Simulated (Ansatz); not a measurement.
We consider rutile GeO2, described by r²SCAN (Ansatz, an electronic-structure program, plane waves, PAW).

Numerical settings: plane-wave cutoff 560 eV, 8×8×12 k mesh (along the axes of the cell as run), Fermi–Dirac smearing 0.01 eV, scalar-relativistic PAW data made under PBE.

Energies at three volumes about the minimum:

| V (Å³/atom) | E − E_lowest (meV/atom) |
|---|---|
| 9.119 | 2.95 |
| 9.305 | 0.00 |
| 9.491 | 2.72 |

Task: Fit a parabola by hand: where is the minimum, and what is the bulk modulus?

Result: Slopes: (0.00 − 2.95)/(9.305 − 9.119) = -15.860 and (2.72 − 0.00)/(9.491 − 9.305) = 14.624 meV/Å³. Curvature E″ = 2 × (14.624 − (-15.860))/(9.491 − 9.119) = 163.892 meV/Å⁶. From the middle of the first interval, the slope vanishes at V0 = 9.2120 − (-15.860)/163.892 = 9.309 Å³/atom. B = V0 E″ = 9.309 × 163.892 meV/Å³ × 0.1602 GPa per meV/Å³ = 244 GPa. The full Birch–Murnaghan fit to all volumes gives V0 = 9.305 Å³/atom and B0 = 244 GPa.

Shape and atoms are relaxed at each volume.

Measured, for comparison: bulk modulus 251 GPa (room temperature, not corrected to a static lattice, from measured elastic constants; as tabulated in Sevik and Bulutay (2007), arXiv:cond-mat/0610176). Computed (rounded) less measured: bulk modulus -3 %.

Note: the bulk modulus comes from volumes at which shape and atoms were relaxed.
